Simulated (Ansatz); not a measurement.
**Equation of state of IrO$_{2}$ from a dense series**

```xyz
6
Lattice="4.4990 0.0000 0.0000 0.0000 4.4990 0.0000 0.0000 0.0000 3.1460" Properties=species:S:1:pos:R:3 pbc="T T T"
Ir    0.0000    0.0000    0.0000
Ir    2.2495    2.2495    1.5730
O     1.3992    1.3992    0.0000
O     0.8503    3.6487    1.5730
O     3.0998    3.0998    0.0000
O     3.6487    0.8503    1.5730
```

Atoms are numbered in the order listed.

The cell comes from COD entry 1538153, which wasn't checked; take it as a given geometry. It is an old determination, and later ones may differ.

No spin–orbit coupling, which matters for the heavy atoms here.

Computed with DFT, PBE, all-electron LAPW, scalar-relativistic in Ansatz 0.2.0.

The runs use a Γ-centred 8×8×11 k mesh, Fermi–Dirac smearing of 0.05 eV, basis error target 0.5 meV/atom, no spin polarisation.

The cell is scaled evenly. Fractional coordinates are held (clamped ions).

```tsv
V (Å³/atom)	P (GPa)
10.189	21.90
10.401	14.52
10.507	11.12
10.613	7.92
10.719	4.89
10.825	2.03
11.038	-3.23
11.250	-7.93
```

(1) Fit a third-order Birch–Murnaghan curve to the pressures.

(2) Predict the pressure at the withheld volume, 9.976 Å³/atom.

Answers

(1) P = (3B0/2)(y^(7/2) − y^(5/2))[1 + (3/4)(B0′ − 4)(y − 1)] with y = (V0/V)^(2/3) fits within 0.01 GPa for V0 = 10.904 Å³/atom, B0 = 274.0 GPa and B0′ = 4.79.

(2) There y = 1.0611, so the fit gives 30.18 GPa; the run gave 30.17 GPa.
